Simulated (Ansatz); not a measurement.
CuI (Marshite):

```
CELL_PARAMETERS angstrom
0.00000 3.03150 3.03150
3.03150 0.00000 3.03150
3.03150 3.03150 0.00000
ATOMIC_POSITIONS crystal
I 0.00000 0.00000 0.00000
Cu 0.75000 0.75000 0.75000
```

* Program: Ansatz 0.2.0
* Task: relaxation of cell and atoms
* Functional: PBEsol
* Dispersion: D4
* Potentials or basis: all-electron LAPW, scalar-relativistic
* Basis error allowed: 0.001 eV/atom
* k mesh: 8 × 8 × 8
* Occupations: fermi-dirac, width 0.05 eV
* Spin: no spin polarisation

At the start: volume 27.86 Å³/atom.

**Question.** How do energy, volume and symmetry change on relaxing?

**Answer.** Over 4 steps the energy falls by 29.4 meV/atom and the volume is 25.56 Å³/atom (-8.3 %); space group F-43m (No. 216, to 0.05 Å).

Step by step:
```csv
step,energy change (eV),largest force (eV/Å),volume (Å³)
1,0.0000,0.0000,55.72
2,-0.0587,0.0000,50.97
3,-0.0588,0.0000,51.12
4,-0.0588,0.0000,51.12
```

Final structure:
```
I Cu
1.0
     0.00000    2.94568    2.94568
     2.94568    0.00000    2.94568
     2.94568    2.94568    0.00000
I Cu
1 1
Direct
  0.00000 0.00000 0.00000
  0.75000 0.75000 0.75000
```
